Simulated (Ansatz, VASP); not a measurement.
Mg: VASP beside Ansatz

The input INCAR:

```
SYSTEM = Mg
ALGO     = Fast           ! electronic algorithm
EDIFF    = 1E-6           ! SCF threshold, eV
EDIFFG   = -0.005         ! ionic threshold
ENCUT    = 600            ! plane-wave cutoff, eV
GGA      = CA             ! functional
IBRION   = 2              ! ionic algorithm
ISIF     = 3              ! what is computed and relaxed
ISMEAR   = -1             ! smearing method
LASPH    = .TRUE.         ! aspherical terms in the spheres
LCHARG   = .FALSE.        ! write CHGCAR
LREAL    = .FALSE.        ! projectors in reciprocal space
LWAVE    = .FALSE.        ! write WAVECAR
NELM     = 80             ! most SCF steps
NSW      = 100            ! ionic steps
PREC     = Accurate       ! precision mode
SIGMA    = 0.05           ! smearing width, eV
```

File KPOINTS:

```
k-points
0
G
  12 12 7
  0 0 0
```

The input POSCAR:

```
Mg
1.0
    3.1768806118      0.0000000000      0.0000000000
   -1.5884403059      2.7512593146      0.0000000000
    0.0000000000      0.0000000000      5.1576671086
Mg
2
Direct
    0.3333333333      0.6666666667      0.2500000000
    0.6666666667      0.3333333333      0.7500000000
```

Input for Ansatz:

```yaml
crystal:
  lattice:
    - [3.1768806118, 0.0, 0.0]
    - [-1.5884403059, 2.7512593146, 0.0]
    - [0.0, 0.0, 5.1576671086]
  atoms:
    - { symbol: Mg, position: [0.3333333333, 0.6666666667, 0.25] }
    - { symbol: Mg, position: [0.6666666667, 0.3333333333, 0.75] }
kpoints:
  mp_grid: { grid: [12, 12, 7] }
scf:
  occupations: { method: fermi_dirac, width: 0.05 }
hamiltonian:
  xc: lda
  pseudopotentials: { kind: paw }
output:
  forces: true
  stress: true
  efg: { contact_densities: true }
relax:
  f_tol: 0.005
  max_steps: 80
  cell: {}
```

Alike in both runs: task relaxation of cell and atoms; functional LDA; k mesh 12 × 12 × 7; occupations fermi-dirac, width 0.05 eV; no spin polarisation.

|  | VASP | Ansatz |
| --- | --- | --- |
| version | VASP 6.6.1 | Ansatz 0.2.0 |
| potentials or method | VASP PAW LDA potentials, release 64 (Mg) | PAW with Ansatz's default frozen-core files, scalar-relativistic |
| plane-wave cutoff (eV) | 600 | 420 |
| valence electrons in the cell | 4 | 20 |

|  | VASP | Ansatz | Ansatz less VASP |
| --- | --- | --- | --- |
| relaxed volume (Å³/atom) | 21.42 | 21.57 | +0.150 |
| relaxed cell length with the largest relative difference (Å) | 3.140 | 3.147 | +0.0077 |
| energy change over the relaxation (meV/atom) | -8 | -6 | +2.1 |

The two sets of potentials don't hold the same shells in valence.

LDA usually gives volumes a few per cent too small. Zero-point motion and thermal expansion aren't in these numbers.
